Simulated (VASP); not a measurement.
## TePb: relaxation of cell and atoms with PBEsol

The system is TePb.

```
Te Pb
1.0
     0.00000    3.22157    3.22157
     3.22157    0.00000    3.22157
     3.22157    3.22157    0.00000
Te Pb
1 1
Direct
  0.50000 0.50000 0.50000
  0.00000 0.00000 0.00000
```

The cell isn't the ideal one: cell and atoms relaxed tightly for response.

```
Program                : VASP 6.6.1
Task                   : relaxation of cell and atoms
Functional             : PBEsol
Potentials or basis    : VASP PAW PBE potentials, release 64 (Te, Pb_d)
Cutoff                 : 600 eV
k mesh                 : 8 × 8 × 8
Occupations            : gaussian, width 0.01 eV
Spin                   : no spin polarisation
Dipole correction      : no
Further INCAR settings : ALGO = Normal; EDIFF = 1e-06; IBRION = 2; EDIFFG = -0.001; NSW = 80; ISIF = 3
```

- Pressure after relaxing: 0.0 GPa
- Band gap on the k mesh: 0.65 eV, direct

Final structure:
```cif
data_structure
_symmetry_space_group_name_H-M 'P 1'
_symmetry_Int_Tables_number 1
_cell_length_a 4.5560
_cell_length_b 4.5560
_cell_length_c 4.5560
_cell_angle_alpha 60.000
_cell_angle_beta 60.000
_cell_angle_gamma 60.000
_cell_volume 66.87
loop_
_atom_site_label
_atom_site_type_symbol
_atom_site_fract_x
_atom_site_fract_y
_atom_site_fract_z
_atom_site_occupancy
Te1 Te 0.50000 0.50000 0.50000 1
Pb1 Pb 0.00000 0.00000 0.00000 1
```

Levels at points of the mesh, in eV from the valence-band top:
```csv
k point,band 6,band 7,band 8,band 9,band 10,band 11,band 12,band 13,band 14
"(0.00, 0.00, 0.00)",-12.11,-5.59,-1.37,-1.37,-1.37,4.07,4.07,4.07,5.74
"(0.50, 0.00, 0.00)",-10.64,-8.65,-0.90,-0.90,0.00,0.65,1.22,1.22,8.30
"(0.50, 0.50, 0.00)",-10.38,-7.32,-4.59,-2.86,-2.86,3.17,5.49,5.49,6.73
```

It took 16 s on 1 thread of AMD EPYC 9R45 (Zen 5), on a shared host, peak memory 0.19 GiB.

Caveat: the relaxation stopped at its first step, so nothing moved; the PAW data sets were made with another functional, which shifts forces and pressure a little; spin-orbit coupling is left out, which as a rule narrows the gap of such compounds by several tenths of an eV. A k mesh can miss the band edges.
